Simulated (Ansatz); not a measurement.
# Equation of state of CoO

```
Co O
1.0
    -1.50800    1.50800    2.10725
     1.50800   -1.50800    2.10725
     1.50800    1.50800   -2.10725
Co O
1 1
Direct
  0.00000 0.00000 0.00000
  0.50000 0.50000 0.00000
```

The cell is COD entry 1528838, as deposited and not checked against the literature; nothing was relaxed.

Semilocal functionals without U often leave such compounds metallic or with too small a gap, and the real magnetic order may differ.

The magnetic state is the one reached from the start moments; no search over orders was made, so it needn't be the ground state.

Methods: DFT, PBE, all-electron LAPW, scalar-relativistic (Ansatz 0.2.0); DFT, PBE, PAW with Ansatz's default frozen-core files, scalar-relativistic (Ansatz 0.2.0).

For LAPW: a Γ-centred 13×13×15 k mesh, Fermi–Dirac smearing of 0.03 eV, basis error target 1 meV/atom, spin-polarised from start moments Co1 2 μB; this mesh doesn't keep the crystal's whole symmetry, which leaves small spurious terms. PAW takes a cutoff of 420 eV at this cell. The Ansatz runs share mesh, smearing and spin set-up. Plane-wave (PAW) pressures include the program's estimate of the Pulay term.

The cell above is scaled evenly, with fractional coordinates and shape held.

| V/V(cell) | V (Å³/atom) | P, LAPW (GPa) | P, PAW (GPa) | moment, LAPW (μB) | free energy over the lowest listed, PAW (meV/atom) |
| --- | --- | --- | --- | --- | --- |
| 0.9400 | 9.009 | 10.28 | 10.34 | 2.64 | 19.1 |
| 0.9500 | 9.105 | 8.66 | 8.75 | 2.72 | 13.4 |
| 0.9600 | 9.201 | 7.09 | 7.18 | 2.80 | 8.6 |
| 0.9750 | 9.344 | 4.44 | 4.51 | 2.87 | 3.3 |
| 0.9800 | 9.392 | 3.53 | 3.59 | 2.89 | 2.1 |
| 0.9900 | 9.488 | 1.72 | 1.78 | 2.91 | 0.5 |
| 1.0000 | 9.584 | -0.03 | 0.03 | 2.93 | 0.0 |
| 1.0100 | 9.680 | -1.72 | -1.66 | 2.95 | 0.5 |
| 1.0200 | 9.776 | -3.34 | -3.28 | 2.97 | 2.0 |
| 1.0250 | 9.824 | -4.13 | -4.07 | 2.97 | 3.1 |
| 1.0400 | 9.967 | -6.41 | -6.36 | 2.99 | 7.8 |
| 1.0500 | 10.063 | -7.86 | -7.82 | 2.99 | 12.0 |
| 1.0600 | 10.159 | -9.26 | -9.21 | 3.00 | 17.1 |
